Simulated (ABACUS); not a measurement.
# GaP (F-43m) in ABACUS: settings compared

The runs below take GaP through single point, with LDA, PBE, PBEsol, AM05.

All numbers are computed with ABACUS 3.10.1; they aren't measurements. Logs are shortened: lines on timing, memory, paths and dates and some standing lists are left out, and cuts for length are marked.

**Experimental background.**

“Stacking defects in GaP nanowires: Electronic structure and optical properties”, 2018, arxiv:1810.01194 quotes, for a bulk crystal of GaP at 10 K: band gap 2.34 eV (indirect).

The runs below are set against these values where they give the same quantity.

## (1) The structure

The structure is cubic, space group F-43m (No. 216). The conventional cell has a = 5.451 Å, b = 5.451 Å, c = 5.451 Å, α = 90.00°, β = 90.00°, γ = 90.00°. Ga (site symmetry -43m) has 4 P at 2.36 Å as nearest neighbours. Around P (site symmetry -43m) lie 4 Ga at 2.36 Å.

## (2) Single point, LDA

The input, run_abacus.py:

```python
"""ABACUS run from a structure file: ASE reads it, the script writes STRU, KPT and INPUT."""
import re
import subprocess
import spglib
from ase import Atoms
from ase.io import read
from ase.units import Bohr

atoms = read("GaP.cif")
cell, frac, numbers = spglib.standardize_cell((atoms.cell[:], atoms.get_scaled_positions(), atoms.numbers), to_primitive=True, symprec=1e-4)
atoms = Atoms(numbers=numbers, cell=cell, scaled_positions=frac, pbc=True)  # the primitive cell
atoms = atoms[(-atoms.numbers).argsort(kind="stable")]  # ABACUS lists atoms element by element
pseudo = {'Ga': 'Ga_ONCV_PBE-1.2.upf', 'P': 'P_ONCV_PBE-1.2.upf'}
orbital = {'Ga': 'Ga_confined-atom_8au_2s2p2d.orb', 'P': 'P_confined-atom_7au_2s2p1d.orb'}
magmoms = None
kmesh = [8, 8, 8]
params = {
    'suffix': 'GaP',
    'calculation': 'scf',
    'basis_type': 'lcao',
    'pseudo_dir': './',
    'orbital_dir': './',
    'symmetry': 1,
    'dft_functional': 'pz',
    'ecutwfc': 100,
    'pseudo_rcut': 7,
    'nspin': 1,
    'nbands': 13,
    'ks_solver': 'genelpa',
    'smearing_method': 'fd',
    'smearing_sigma': 0.00367493,
    'scf_thr': 1e-07,
    'scf_nmax': 100,
    'mixing_type': 'broyden',
    'mixing_beta': 0.7,
    'cal_force': 1,
    'cal_stress': 1,
    'out_mul': 1,
}

symbols = atoms.get_chemical_symbols()
elements = list(dict.fromkeys(symbols))
lines = ["ATOMIC_SPECIES"] + [f"{e} {atoms.get_masses()[symbols.index(e)]:.4f} {pseudo[e]}" for e in elements]
if orbital:
    lines += ["", "NUMERICAL_ORBITAL"] + [orbital[e] for e in elements]
lines += ["", "LATTICE_CONSTANT", f"{1 / Bohr:.10f}", "", "LATTICE_VECTORS"]
lines += [" ".join(f"{x:.10f}" for x in v) for v in atoms.cell]
lines += ["", "ATOMIC_POSITIONS", "Direct"]
for e in elements:
    lines += ["", e, "0.0", str(symbols.count(e))]
    for i, p in enumerate(atoms.get_scaled_positions(wrap=False)):
        if symbols[i] == e:
            mag = "" if magmoms is None else " mag " + " ".join(str(x) for x in (magmoms[i] if isinstance(magmoms[i], list) else [magmoms[i]]))
            lines.append(" ".join(f"{x:.10f}" for x in p) + " 1 1 1" + mag)
open("STRU", "w").write("\n".join(lines) + "\n")
open("KPT", "w").write("K_POINTS\n0\nGamma\n%d %d %d 0 0 0\n" % tuple(kmesh))
open("INPUT", "w").write("INPUT_PARAMETERS\n" + "".join(f"{k:<20s}{v}\n" for k, v in params.items()))

done = subprocess.run(['mpirun', '-np', '4', 'abacus'])
if done.returncode:
    raise SystemExit(done.returncode)
log = open("OUT.GaP/running_scf.log").read()
print("final energy (eV):", re.findall(r"FINAL_ETOT_IS (\S+)", log))
```

The input, GaP.cif:

```cif
data_GaP
_cell_length_a 5.45050000
_cell_length_b 5.45050000
_cell_length_c 5.45050000
_cell_angle_alpha 90.00000000
_cell_angle_beta 90.00000000
_cell_angle_gamma 90.00000000
_space_group_name_H-M_alt 'F-43m'
_space_group_name_Hall 'F -4 2 3'
_space_group_IT_number 216
loop_
_space_group_symop_operation_xyz
'x,y,z'
'y,-x,-z'
'-x,-y,z'
'-y,x,-z'
'x,-y,-z'
'y,x,z'
'-x,y,-z'
'-y,-x,z'
'z,x,y'
'-z,y,-x'
'z,-x,-y'
'-z,-y,x'
'-z,x,-y'
'z,y,x'
'-z,-x,y'
'z,-y,-x'
'y,z,x'
'-x,-z,y'
'-y,z,-x'
'x,-z,-y'
'-y,-z,x'
'x,z,y'
'y,-z,-x'
'-x,z,-y'
'x,y+1/2,z+1/2'
'y,-x+1/2,-z+1/2'
'-x,-y+1/2,z+1/2'
'-y,x+1/2,-z+1/2'
'x,-y+1/2,-z+1/2'
'y,x+1/2,z+1/2'
'-x,y+1/2,-z+1/2'
'-y,-x+1/2,z+1/2'
'z,x+1/2,y+1/2'
'-z,y+1/2,-x+1/2'
'z,-x+1/2,-y+1/2'
'-z,-y+1/2,x+1/2'
'-z,x+1/2,-y+1/2'
'z,y+1/2,x+1/2'
'-z,-x+1/2,y+1/2'
'z,-y+1/2,-x+1/2'
'y,z+1/2,x+1/2'
'-x,-z+1/2,y+1/2'
'-y,z+1/2,-x+1/2'
'x,-z+1/2,-y+1/2'
'-y,-z+1/2,x+1/2'
'x,z+1/2,y+1/2'
'y,-z+1/2,-x+1/2'
'-x,z+1/2,-y+1/2'
'x+1/2,y,z+1/2'
'y+1/2,-x,-z+1/2'
'-x+1/2,-y,z+1/2'
'-y+1/2,x,-z+1/2'
'x+1/2,-y,-z+1/2'
'y+1/2,x,z+1/2'
'-x+1/2,y,-z+1/2'
'-y+1/2,-x,z+1/2'
'z+1/2,x,y+1/2'
'-z+1/2,y,-x+1/2'
'z+1/2,-x,-y+1/2'
'-z+1/2,-y,x+1/2'
'-z+1/2,x,-y+1/2'
'z+1/2,y,x+1/2'
'-z+1/2,-x,y+1/2'
'z+1/2,-y,-x+1/2'
'y+1/2,z,x+1/2'
'-x+1/2,-z,y+1/2'
'-y+1/2,z,-x+1/2'
'x+1/2,-z,-y+1/2'
'-y+1/2,-z,x+1/2'
'x+1/2,z,y+1/2'
'y+1/2,-z,-x+1/2'
'-x+1/2,z,-y+1/2'
'x+1/2,y+1/2,z'
'y+1/2,-x+1/2,-z'
'-x+1/2,-y+1/2,z'
'-y+1/2,x+1/2,-z'
'x+1/2,-y+1/2,-z'
'y+1/2,x+1/2,z'
'-x+1/2,y+1/2,-z'
'-y+1/2,-x+1/2,z'
'z+1/2,x+1/2,y'
'-z+1/2,y+1/2,-x'
'z+1/2,-x+1/2,-y'
'-z+1/2,-y+1/2,x'
'-z+1/2,x+1/2,-y'
'z+1/2,y+1/2,x'
'-z+1/2,-x+1/2,y'
'z+1/2,-y+1/2,-x'
'y+1/2,z+1/2,x'
'-x+1/2,-z+1/2,y'
'-y+1/2,z+1/2,-x'
'x+1/2,-z+1/2,-y'
'-y+1/2,-z+1/2,x'
'x+1/2,z+1/2,y'
'y+1/2,-z+1/2,-x'
'-x+1/2,z+1/2,-y'
loop_
_atom_site_label
_atom_site_type_symbol
_atom_site_symmetry_multiplicity
_atom_site_Wyckoff_symbol
_atom_site_fract_x
_atom_site_fract_y
_atom_site_fract_z
_atom_site_occupancy
Ga1 Ga 4 a 0.0000000000 0.0000000000 0.0000000000 1
P1 P 4 c 0.2500000000 0.2500000000 0.2500000000 1
```

Potentials or basis: SG15 ONCV 1.2 PBE, DZP LCAO (the cutoffs set its grid).

Started as:

```sh
> OMP_NUM_THREADS=1 python run_abacus.py > log
```

running log:

```text
ABACUS v3.10.1

               Atomic-orbital Based Ab-initio Computation at UStc

 ------------------------------------------------------------------------------------

 READING GENERAL INFORMATION
                           global_out_dir = OUT.GaP/
                           global_in_card = INPUT
                               pseudo_dir = ./
                              orbital_dir = ./
                                    DSIZE = 4
                                    GSIZE = 1

 READING UNITCELL INFORMATION
                                    ntype = 2
                  lattice constant (Bohr) = 1.88973
              lattice constant (Angstrom) = 1

 READING ATOM TYPE 1
                               atom label = Ga
                      L=0, number of zeta = 2
                      L=1, number of zeta = 2
                      L=2, number of zeta = 2
             number of atom for this type = 1

 READING ATOM TYPE 2
                               atom label = P
                      L=0, number of zeta = 2
                      L=1, number of zeta = 2
                      L=2, number of zeta = 1
             number of atom for this type = 1

                        TOTAL ATOM NUMBER = 2
DIRECT COORDINATES
    atom                   x                   y                   z     mag                  vx                  vy                  vz
taud_Ga1            0.0000000000        0.0000000000        0.0000000000  0.0000        0.0000000000        0.0000000000        0.0000000000
taud_P1            0.2500000000        0.2500000000        0.2500000000  0.0000        0.0000000000        0.0000000000        0.0000000000

                          Volume (Bohr^3) = 273.178
                             Volume (A^3) = 40.4807

 Lattice vectors: (Cartesian coordinate: in unit of a_0)
                   +0            +2.72525            +2.72525
             +2.72525                  +0            +2.72525
             +2.72525            +2.72525                  +0
 Reciprocal vectors: (Cartesian coordinate: in unit of 2 pi/a_0)
            -0.183469           +0.183469           +0.183469
            +0.183469           -0.183469           +0.183469
            +0.183469           +0.183469           -0.183469
 The esolver type has been set to : ksdft_lcao

                PAO radial cut off (Bohr) = 7

 Read in pseudopotential file is Ga_ONCV_PBE-1.2.upf
                     pseudopotential type = NC
          exchange-correlation functional = PBE
                 nonlocal core correction = 0
                        valence electrons = 13
                                     lmax = 2
                           number of zeta = 0
                     number of projectors = 6
                           L of projector = 0
                           L of projector = 0
                           L of projector = 1
                           L of projector = 1
                           L of projector = 2
                           L of projector = 2
 XC functional updated to : pz
          exchange-correlation functional = PZ
                PAO radial cut off (Bohr) = 7

[... 183 lines left out ...]
        4            433           5961

 SET NONLOCAL PSEUDOPOTENTIAL PROJECTORS
 SET NONLOCAL PSEUDOPOTENTIAL PROJECTORS
 max number of nonlocal projetors among all species is 6

 -------------------------------------------
 SELF-CONSISTENT
 -------------------------------------------

 SETUP SEARCHING RADIUS FOR PROGRAM TO SEARCH ADJACENT ATOMS
                  longest orb rcut (Bohr) = 8
   longest nonlocal projector rcut (Bohr) = 2.64
                     search radius (Bohr) = 21.3
              searching radius is (Bohr)) = 21.3
         searching radius unit is (Bohr)) = 1.89
                         PeriodicBoundary = 1
                        Radius(unit:lat0) = 11.3
                                   glayer = [ 5, 5, 5 ]
                             glayer_minus = [ 4, 4, 4 ]

Find the coordinate range of the input atom(unit:lat0).
                                  min_tau = [ -21.8, -21.8, -21.8 ]
                                  max_tau = [ 23.2, 23.2, 23.2 ]
                                BoxNumber = [ 9, 9, 9 ]

 SETUP EXTENDED REAL SPACE GRID FOR GRID INTEGRATION
                          real space grid = [ 48, 48, 48 ]
                 big cell numbers in grid = [ 12, 12, 12 ]
             meshcell numbers in big cell = [ 4, 4, 4 ]
                        extended fft grid = [ 17, 17, 17 ]
                dimension of extened grid = [ 47, 47, 47 ]
                            UnitCellTotal = 125
              Atom number in sub-FFT-grid = 2
    Local orbitals number in sub-FFT-grid = 31
                                ParaV.nnr = 20836
                                 init_chg = atomic

 LCAO ALGORITHM --------------- ION=   1  ELEC=   1--------------------------------

 Density error is 0.0629640278349
----------------------------------------------------------
     Energy           Rydberg                 eV
----------------------------------------------------------
 E_KohnSham     -144.0128310340      -1959.3950871741
 E_Harris       -146.1283928547      -1988.1787824070
 E_Fermi        0.5885210326         8.0072394365
----------------------------------------------------------
[... 69 lines left out ...]
 Density error is 7.08884630203e-08
----------------------------------------------------------
     Energy           Rydberg                 eV
----------------------------------------------------------
 E_KohnSham     -144.0313999371      -1959.6477300608
 E_KS(sigma->0) -144.0313999364      -1959.6477300517
 E_Harris       -144.0314026083      -1959.6477664049
 E_band         -3.4461107292        -46.8867418558
 E_one_elec     -77.2957176569       -1051.6621911328
 E_Hartree      50.6191532223        688.7089117587
 E_xc           -20.8772116743       -284.0490371232
 E_Ewald        -96.4776238268       -1312.6454135455
 E_entropy(-TS) -0.0000000013        -0.0000000180
 E_descf        0.0000000000         0.0000000000
 E_exx          0.0000000000         0.0000000000
 E_Fermi        0.6059206115         8.2439728517
----------------------------------------------------------

 charge density convergence is achieved
 final etot is -1959.6477301 eV
 EFERMI = 8.2439728517 eV

 STATE ENERGY(eV) AND OCCUPATIONS    NSPIN == 1
 1/29 kpoint (Cartesian) = 0.0000 0.0000 0.0000 (1158 pws)
       1       -6.60777     0.00390625
       2       -6.60777     0.00390625
       3       -6.60777     0.00390625
       4       -6.49248     0.00390625
       5       -6.49248     0.00390625
       6       -5.01759     0.00390625
       7        7.54903     0.00390625
       8        7.54903     0.00390625
       9        7.54903     0.00390625
      10        9.32592    1.56345e-12
      11        11.2551    2.73548e-29
      12        11.2551    2.73548e-29
      13        11.2551    2.73548e-29
[... 61 lines left out ...]
 6/29 kpoint (Cartesian) = 0.0000 0.0000 0.045867 (1158 pws)
       1       -6.63537      0.0234375
       2       -6.59722      0.0234375
       3       -6.59722      0.0234375
       4       -6.49736      0.0234375
       5       -6.48889      0.0234375
       6       -4.74861      0.0234375
       7        5.92286      0.0234375
       8        6.86702      0.0234375
       9        6.86702      0.0234375
      10        10.4150    3.25584e-21
      11        11.0048    2.45080e-26
      12        12.2475    3.93836e-37
      13        12.2475    3.93836e-37

[... levels at 23 further k points ...]

 correction force for each atom along direction 1 is 0.00840537
 correction force for each atom along direction 2 is 0.00999675
 correction force for each atom along direction 3 is 0.0266616
------------------------------------------------------------------------------------------
 TOTAL-FORCE (eV/Angstrom)
------------------------------------------------------------------------------------------
                       Ga1         0.0000000000         0.0000000000         0.0000000000
                        P1         0.0000000000         0.0000000000         0.0000000000
------------------------------------------------------------------------------------------

----------------------------------------------------------------
 TOTAL-STRESS (KBAR)
----------------------------------------------------------------
        -5.9341784262         0.0000000000         0.0000000000
         0.0000000000        -5.9341784262         0.0000000000
         0.0000000000         0.0000000000        -5.9341784262
----------------------------------------------------------------
 TOTAL-PRESSURE: -5.934178 KBAR

 --------------------------------------------
 !FINAL_ETOT_IS -1959.6477300607575671 eV
 --------------------------------------------
```

Wall time 3.1 s (4 MPI ranks of Intel Xeon 6975P-C (Granite Rapids), shared host); peak memory 0.4 GiB.

Results:

```
Free energy            : -1959.6477 eV
Pressure               : -0.6 GPa
Band gap on the k mesh : 1.45 eV, indirect (least direct gap 1.78 eV)
Mulliken charges       : Ga -0.43; P +0.43 e
```

Caveat: the atomic orbitals were generated for these runs and aren't a published set; Mulliken charges move with the basis; the potentials were made for another functional, which shifts forces and pressure; the basis of atomic orbitals isn't converged, which shifts pressures, moduli and gaps.

(Part 1 of 2 ends here.)
